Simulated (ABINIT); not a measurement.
# CaO (Fm-3m) in ABINIT: settings compared

One crystal, CaO, is run at these levels: LDA, r2SCAN, PBE; tasks: single point.

All numbers are computed with ABINIT 10.8.3 (patched build); they aren't measurements. Logs are shortened: lines on timing, memory, paths and dates and some standing lists are left out, and cuts for length are marked. The log counts tension as positive stress, the text compression.

**1. Starting point**

It takes space group Fm-3m (No. 225, cubic). The conventional cell has a = 4.807 Å, b = 4.807 Å, c = 4.807 Å, α = 90.00°, β = 90.00°, γ = 90.00°. Around Ca (site symmetry m-3m) lie 6 O at 2.40 Å. Around O (site symmetry m-3m) lie 6 Ca at 2.40 Å.

The cell is a database's computed one.

**2. Single point, LDA**

run.abi reads:

```
# Pseudopotentials
pp_dirpath "./"
pseudos "Ca.LDA_PW-JTH.xml, O.LDA_PW-JTH.xml"

# Structure
acell 3*1.0
rprim
     0.0000000000     4.5420619907     4.5420619907
     4.5420619907     0.0000000000     4.5420619907
     4.5420619907     4.5420619907     0.0000000000
ntypat 2
znucl 20 8
natom 2
typat 1 2
xred
     0.0000000000     0.0000000000     0.0000000000
     0.5000000000     0.5000000000     0.5000000000

# Plane-wave basis
ecut 23.0
pawecutdg 45.0

# k points
kptopt 1
ngkpt 13 13 13
nshiftk 1
shiftk 0.0 0.0 0.0

# Exchange and correlation
ixc 7

# Bands and occupations
nband 12
occopt 3
tsmear 0.05 eV

# SCF cycle
nstep 100
tolvrs 1.0e-9

# Output
iomode 3
prtwf 0
prtden 0
prteig 0
prtebands 0
```

Potentials or basis: JTH PAW LDA v2.0.

The run is started by

```sh
$ abinit run.abi > log 2>&1
```

run.abo:

```text
.Version 10.8.3 of ABINIT
 Symmetries : space group Fm -3 m (#225); Bravais cF (face-center cubic)
================================================================================
 Values of the parameters that define the memory need of the present run
     intxc =       0    ionmov =       0      iscf =      17    lmnmax =      18
     lnmax =       6     mgfft =      30  mpssoang =       3    mqgrid =    3001
     natom =       2  nloc_mem =       2    nspden =       1   nspinor =       1
    nsppol =       1      nsym =      48    n1xccc =       1    ntypat =       2
    occopt =       3   xclevel =       1
       mpw =        1002          nfft =       27000          nkpt =          84
 PAW method is used; the additional fine FFT grid is defined by:
   mgfftf=        40    nfftf =     64000
================================================================================
================================================================================

--------------------------------------------------------------------------------
------------- Echo of variables that govern the present computation ------------
--------------------------------------------------------------------------------
 -outvars: echo values of preprocessed input variables --------
            acell      1.0000000000E+00  1.0000000000E+00  1.0000000000E+00 Bohr
              amu      4.00780000E+01  1.59994000E+01
             ecut      2.30000000E+01 Hartree
                       outvar_i_n : Printing only first  50 k-points.
              ixc           7
                       outvar_i_n : Printing only first  50 k-points.
         kptrlatt       13    0    0      0   13    0      0    0   13
          kptrlen      8.35047937E+01
            natom           2
            nband          12
            ngfft          30      30      30
          ngfftdg          40      40      40
             nkpt          84
            nstep         100
             nsym          48
           ntypat           2
                       prtocc : prtvol=0, do not print more k-points.
           occopt           3
        pawecutdg      4.50000000E+01 Hartree
           prtden           0
        prtebands           0
           prteig           0
            prtwf           0
            rprim      0.0000000000E+00  4.5420619907E+00  4.5420619907E+00
                       4.5420619907E+00  0.0000000000E+00  4.5420619907E+00
                       4.5420619907E+00  4.5420619907E+00  0.0000000000E+00
          spgroup         225
           tolvrs      1.00000000E-09
           tsmear      1.83746611E-03 Hartree
            typat      1  2
           useylm           1
                       outvars : Printing only first  50 k-points.
           xangst      0.0000000000E+00  0.0000000000E+00  0.0000000000E+00
                       2.4035556944E+00  2.4035556944E+00  2.4035556944E+00
            xcart      0.0000000000E+00  0.0000000000E+00  0.0000000000E+00
                       4.5420619907E+00  4.5420619907E+00  4.5420619907E+00
             xred      0.0000000000E+00  0.0000000000E+00  0.0000000000E+00
                       5.0000000000E-01  5.0000000000E-01  5.0000000000E-01
            znucl       20.00000    8.00000

================================================================================

 chkinp: Checking input parameters for consistency.

================================================================================
== DATASET  1 ==================================================================

--- !DatasetInfo
iteration_state: {dtset: 1, }
dimensions: {natom: 2, nkpt: 84, mband: 12, nsppol: 1, nspinor: 1, nspden: 1, mpw: 1002, }
cutoff_energies: {ecut:  23.0, pawecutdg:  45.0, }
electrons: {nelect:   1.60000000E+01, charge:   0.00000000E+00, occopt:   3.00000000E+00, tsmear:   1.83746611E-03, }
meta: {optdriver: 0, ionmov: 0, optcell: 0, iscf: 17, paral_kgb: 0, }
...

 Exchange-correlation functional for the present dataset will be:
  LDA: Perdew-Wang 92 LSD fit to Ceperley-Alder data - ixc=7
  J.P.Perdew and Y.Wang, PRB 45, 13244 (1992)

 Real(R)+Recip(G) space primitive vectors, cartesian coordinates (Bohr,Bohr^-1):
 R(1)=  0.0000000  4.5420620  4.5420620  G(1)= -0.1100822  0.1100822  0.1100822
 R(2)=  4.5420620  0.0000000  4.5420620  G(2)=  0.1100822 -0.1100822  0.1100822
 R(3)=  4.5420620  4.5420620  0.0000000  G(3)=  0.1100822  0.1100822 -0.1100822
 Unit cell volume ucvol=  1.8740845E+02 bohr^3
 Angles (23,13,12)=  6.00000000E+01  6.00000000E+01  6.00000000E+01 degrees

 Coarse grid specifications (used for wave-functions):

 getcut: wavevector=  0.0000  0.0000  0.0000  ngfft=  30  30  30
         ecut(hartree)=     23.000   => boxcut(ratio)=   2.16574

 Fine grid specifications (used for densities):

 getcut: wavevector=  0.0000  0.0000  0.0000  ngfft=  40  40  40
         ecut(hartree)=     45.000   => boxcut(ratio)=   2.06215

--- Pseudopotential description ------------------------------------------------
- pspini: atom type   1  psp file is ./Ca.LDA_PW-JTH.xml
 Pseudopotential format is: paw10
 basis_size (lnmax)=  6 (lmn_size= 18), orbitals=   0   0   1   1   2   2
 Spheres core radius: rc_sph= 1.91415326
 Shapefunction is SIN type: shapef(r)=[sin(pi*r/rshp)/(pi*r/rshp)]**2
 Radius for shape functions =  1.70813664
 Compensation charge density is not taken into account in XC energy/potential

- pspini: atom type   2  psp file is ./O.LDA_PW-JTH.xml
 Pseudopotential format is: paw10
 basis_size (lnmax)=  4 (lmn_size=  8), orbitals=   0   0   1   1
 Spheres core radius: rc_sph= 1.41465230
 Shapefunction is SIN type: shapef(r)=[sin(pi*r/rshp)/(pi*r/rshp)]**2
 Radius for shape functions =  1.20231231
 Compensation charge density is not taken into account in XC energy/potential

   3.34568209E+02                                ecore*ucvol(ha*bohr**3)
--------------------------------------------------------------------------------

================================================================================

--- !BeginCycle
iteration_state: {dtset: 1, }
solver: {iscf: 17, nstep: 100, nline: 4, wfoptalg: 10, }
tolerances: {tolvrs: 1.00E-09, }
...

     iter   Etot(hartree)      deltaE(h)  residm     nres2
 ETOT  1  -53.413640723879    -5.341E+01 1.232E-01 2.440E+01
 ETOT  2  -53.417365699170    -3.725E-03 7.257E-02 2.718E+01
 ETOT  3  -53.388254701978     2.911E-02 1.045E-02 1.083E+00
 ETOT  4  -53.388142566271     1.121E-04 3.760E-03 1.134E-01
 ETOT  5  -53.387886751804     2.558E-04 2.894E-03 2.606E-03
 ETOT  6  -53.387893058619    -6.307E-06 1.175E-03 8.177E-04
 ETOT  7  -53.387891104128     1.954E-06 8.662E-04 6.728E-06
 ETOT  8  -53.387891112658    -8.530E-09 4.759E-04 9.342E-07
 ETOT  9  -53.387891112391     2.667E-10 3.395E-04 2.017E-07
 ETOT 10  -53.387891112186     2.056E-10 5.650E-04 1.615E-09
 ETOT 11  -53.387891112187    -8.242E-13 3.330E-04 6.649E-11

 At SCF step   11       nres2   =  6.65E-11 < tolvrs=  1.00E-09 =>converged.

 Cartesian components of stress tensor (hartree/bohr^3)
  sigma(1 1)=  2.42793859E-04  sigma(3 2)=  0.00000000E+00
  sigma(2 2)=  2.42793859E-04  sigma(3 1)=  0.00000000E+00
  sigma(3 3)=  2.42793859E-04  sigma(2 1)=  0.00000000E+00

--- !ResultsGS
iteration_state: {dtset: 1, }
comment   : Summary of ground state results
lattice_vectors:
- [  0.0000000,   4.5420620,   4.5420620, ]
- [  4.5420620,   0.0000000,   4.5420620, ]
- [  4.5420620,   4.5420620,   0.0000000, ]
lattice_lengths: [   6.42345,    6.42345,    6.42345, ]
lattice_angles: [ 60.000,  60.000,  60.000, ] # degrees, (23, 13, 12)
lattice_volume:   1.8740845E+02
convergence: {deltae: -8.242E-13, res2:  6.649E-11, residm:  3.330E-04, diffor: null, }
etotal    :  -5.33878911E+01
entropy   :   0.00000000E+00
fermie    :   2.19774399E-01
cartesian_stress_tensor: # hartree/bohr^3
- [  2.42793859E-04,   0.00000000E+00,   0.00000000E+00, ]
- [  0.00000000E+00,   2.42793859E-04,   0.00000000E+00, ]
- [  0.00000000E+00,   0.00000000E+00,   2.42793859E-04, ]
pressure_GPa:  -7.1432E+00
xred      :
- [  0.0000E+00,   0.0000E+00,   0.0000E+00, Ca]
- [  5.0000E-01,   5.0000E-01,   5.0000E-01,  O]
cartesian_forces: # hartree/bohr
- [ -0.00000000E+00,  -0.00000000E+00,  -0.00000000E+00, ]
- [ -0.00000000E+00,  -0.00000000E+00,  -0.00000000E+00, ]
force_length_stats: {min:   0.00000000E+00, max:   0.00000000E+00, mean:   0.00000000E+00, }
...

 Integrated electronic density in atomic spheres:
 ------------------------------------------------
 Atom  Sphere_radius  Integrated_density
    1        1.91415          7.43791101
    2        1.41465          4.51758750

================================================================================

 ----iterations are completed or convergence reached----

 Mean square residual over all n,k,spin=   23.841E-07; max=  33.300E-05
 reduced coordinates (array xred) for    2 atoms
       0.000000000000      0.000000000000      0.000000000000
       0.500000000000      0.500000000000      0.500000000000
 rms dE/dt=  0.0000E+00; max dE/dt=  0.0000E+00; dE/dt below (all hartree)
    1       0.000000000000      0.000000000000      0.000000000000
    2       0.000000000000      0.000000000000      0.000000000000

 cartesian coordinates (angstrom) at end:
    1      0.00000000000000     0.00000000000000     0.00000000000000
    2      2.40355569435655     2.40355569435655     2.40355569435655

 cartesian forces (hartree/bohr) at end:
    1     -0.00000000000000    -0.00000000000000    -0.00000000000000
    2     -0.00000000000000    -0.00000000000000    -0.00000000000000
 frms,max,avg= 0.0000000E+00 0.0000000E+00   0.000E+00  0.000E+00  0.000E+00 h/b

 cartesian forces (eV/Angstrom) at end:
    1     -0.00000000000000    -0.00000000000000    -0.00000000000000
    2     -0.00000000000000    -0.00000000000000    -0.00000000000000
 frms,max,avg= 0.0000000E+00 0.0000000E+00   0.000E+00  0.000E+00  0.000E+00 e/A
 length scales=  1.000000000000  1.000000000000  1.000000000000 bohr
              =  0.529177210544  0.529177210544  0.529177210544 angstroms
 Fermi (or HOMO) energy (hartree) =   0.21977   Average Vxc (hartree)=  -0.40138
 Eigenvalues (hartree) for nkpt=  84  k points:
 kpt#   1, nband= 12, wtk=  0.00046, kpt=  0.0000  0.0000  0.0000 (reduced coord)
  -1.20780   -0.50928   -0.50928   -0.50928   -0.40208    0.15717    0.15717    0.15717
   0.32466    0.38219    0.38219    0.38219
      occupation numbers for kpt#   1
   2.00000    2.00000    2.00000    2.00000    2.00000    2.00000    2.00000    2.00000
   0.00000    0.00000    0.00000    0.00000
 prteigrs : prtvol=0 or 1, do not print more k-points.

--- !EnergyTerms
iteration_state     : {dtset: 1, }
comment             : Components of total free energy in Hartree
kinetic             :  1.78493565430008E+01
hartree             :  1.06089847958035E+01
xc                  : -7.43372233807611E+00
Ewald energy        : -4.15179928084227E+01
psp_core            :  1.78523545775336E+00
local_psp           : -3.84202971778199E+01
PAW spherical_terms :  3.74054270093669E+00
internal            : -5.33878928268244E+01
'-kT*entropy'       :  1.25327081198539E-15
total_energy        : -5.33878928268244E+01
total_energy_eV     : -1.45275857256976E+03
...

--- !EnergyTermsDC
iteration_state     : {dtset: 1, }
comment             : '"Double-counting" decomposition of free energy'
band_energy         : -5.60672621484907E+00
Ewald energy        : -4.15179928084227E+01
psp_core            :  1.78523545775336E+00
xc_dc               : -8.30537572088446E+00
PAW spherical_terms :  2.56968174216205E-01
internal            : -5.33878911121867E+01
'-kT*entropy'       :  1.25327081198539E-15
total_energy_dc     : -5.33878911121867E+01
total_energy_dc_eV  : -1.45275852591209E+03
...

--- !EnergyTermsWithPAWCore
iteration_state     : {dtset: 1, }
comment             : 'Components of total free energy, including PAW core contributions'
Total energy        : -7.53739412611270E+02
Total energy DC     : -7.53739410896632E+02
Total energy (eV)   : -2.05102942853841E+04
Total energy DC (eV): -2.05102942387264E+04
...

 Cartesian components of stress tensor (hartree/bohr^3)
  sigma(1 1)=  2.42793859E-04  sigma(3 2)=  0.00000000E+00
  sigma(2 2)=  2.42793859E-04  sigma(3 1)=  0.00000000E+00
  sigma(3 3)=  2.42793859E-04  sigma(2 1)=  0.00000000E+00

-Cartesian components of stress tensor (GPa)         [Pressure= -7.1432E+00 GPa]
- sigma(1 1)=  7.14324194E+00  sigma(3 2)=  0.00000000E+00
- sigma(2 2)=  7.14324194E+00  sigma(3 1)=  0.00000000E+00
- sigma(3 3)=  7.14324194E+00  sigma(2 1)=  0.00000000E+00

== END DATASET(S) ==============================================================
================================================================================

 -outvars: echo values of variables after computation  --------
            acell      1.0000000000E+00  1.0000000000E+00  1.0000000000E+00 Bohr
           etotal     -5.3387891112E+01
            fcart     -0.0000000000E+00 -0.0000000000E+00 -0.0000000000E+00
                      -0.0000000000E+00 -0.0000000000E+00 -0.0000000000E+00
            rprim      0.0000000000E+00  4.5420619907E+00  4.5420619907E+00
                       4.5420619907E+00  0.0000000000E+00  4.5420619907E+00
                       4.5420619907E+00  4.5420619907E+00  0.0000000000E+00
           strten      2.4279385874E-04  2.4279385874E-04  2.4279385874E-04
                       0.0000000000E+00  0.0000000000E+00  0.0000000000E+00
           xangst      0.0000000000E+00  0.0000000000E+00  0.0000000000E+00
                       2.4035556944E+00  2.4035556944E+00  2.4035556944E+00
             xred      0.0000000000E+00  0.0000000000E+00  0.0000000000E+00
                       5.0000000000E-01  5.0000000000E-01  5.0000000000E-01
 Calculation completed.
```

Wall time 26 s (1 thread of Arm Neoverse V2, shared host); peak memory 0.11 GiB.

Results:

* Free energy: -1452.7585 eV
* Pressure: -7.1 GPa
* Band gap on the k mesh: 3.51 eV, indirect (least direct gap 3.88 eV)
* Valence electrons inside the program's atomic spheres: Ca 7.44; O 4.52

Caveat: an odd mesh through Γ misses points on the zone boundary, where band edges often lie. LDA gaps usually lie below the measured ones, often by a third to a half.

**3. Single point, r2SCAN**

run.abi reads:

```
pp_dirpath "./"
pseudos "Ca.GGA_PBE-JTH.xml, O.GGA_PBE-JTH.xml"

acell 3.3991410632 3.3991410632 3.3991410632 Angstrom
rprim
     0.0000000000     0.7071067812     0.7071067812
     0.7071067812     0.0000000000     0.7071067812
     0.7071067812     0.7071067812     0.0000000000
ntypat 2
znucl 20 8
natom 2
typat 1 2
xred
     0.0000000000     0.0000000000     0.0000000000
     0.5000000000     0.5000000000     0.5000000000

ecut 28.0
pawecutdg 50.0

kptopt 1
ngkpt 6 6 6
nshiftk 1
shiftk 0.0 0.0 0.0

ixc -497498
usekden 1
pawxcdev 0

nband 12
occopt 3
tsmear 0.00183747

nstep 100
tolvrs 1.0e-7

iomode 3
prtwf 0
prtden 0
prteig 0
prtebands 0
```

Potentials or basis: JTH PAW PBE v2.0.

The run is started by

```sh
$ abinit run.abi > log 2>&1
```

It took 27 s on 1 thread of Arm Neoverse V2, shared host; peak memory 0.12 GiB.

Results (log left out):

```
Free energy                                           : -1360.8114 eV
Pressure                                              : -1.3 GPa
Band gap on the k mesh                                : 4.20 eV, indirect (least direct gap 4.58 eV)
Valence electrons inside the program's atomic spheres : Ca 7.45; O 4.54
```

Levels at points of the mesh, in eV from the valence-band top:
```
           k point  band 6  band 7  band 8  band 9  band 10  band 11
(0.00, 0.00, 0.00)    0.00    0.00    0.00    5.43     6.85     6.85
(0.50, 0.00, 0.00)   -2.60   -1.18   -1.18    7.70     9.03     9.03
(0.50, 0.50, 0.00)   -1.31   -0.38   -0.38    4.20     8.77     9.64
```

Caveat: totals of a meta-GGA on PAW files have another zero than those of a GGA; the PAW data sets were made with another functional, which shifts forces and pressure a little. r2SCAN opens gaps a little over a GGA but as a rule still falls short of measured ones.

(Continued in part 2 of 2.)
